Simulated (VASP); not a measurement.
## SnO: single point with PBE

SnO:

```
Sn O
1.0
     3.22506    0.00000    0.00000
     0.00000    3.22506    0.00000
     0.00000    0.00000    3.22506
Sn O
1 1
Direct
  0.00000 0.00000 0.00000
  0.50000 0.50000 0.50000
```

The cell was built by a generator and needn't be a form met in nature.

The cell isn't the ideal one: hydrostatic strain +3.9%.

```json
{
 "Program": "VASP 6.6.1",
 "Task": "single point",
 "Functional": "PBE",
 "Potentials or basis": "VASP PAW PBE potentials, release 64 (Sn_d, O)",
 "Cutoff": "520 eV",
 "k mesh": "8 × 8 × 8",
 "Occupations": "fermi-dirac, width 0.02 eV",
 "Spin": "no spin polarisation"
}
```

```yaml
Pressure: -7.0 GPa
Band_gap_on_the_k_mesh: 0.22 eV, indirect (least direct gap 0.24 eV)
```

Levels at points of the mesh, in eV from the valence-band top:
```tsv
k point	band 7	band 8	band 9	band 10	band 11	band 12	band 13	band 14
(0.00, 0.00, 0.00)	-7.36	-1.99	-1.99	-1.99	7.35	7.35	7.35	7.99
(0.50, 0.00, 0.00)	-8.19	-1.34	-1.34	-0.93	0.36	6.70	6.70	10.74
(0.50, 0.50, 0.00)	-4.76	-4.65	-4.65	-1.21	3.27	3.27	8.36	8.96
(0.50, 0.50, 0.50)	-2.70	-2.70	-2.70	-1.91	0.22	0.22	0.22	11.76
```

Wall time 10 s on 1 thread of AMD EPYC 9R45 (Zen 5), with other jobs on the host, peak memory 0.12 GiB.

Caveat: spin-orbit coupling is left out, which moves the levels of the heavy elements. A k mesh can miss the band edges.
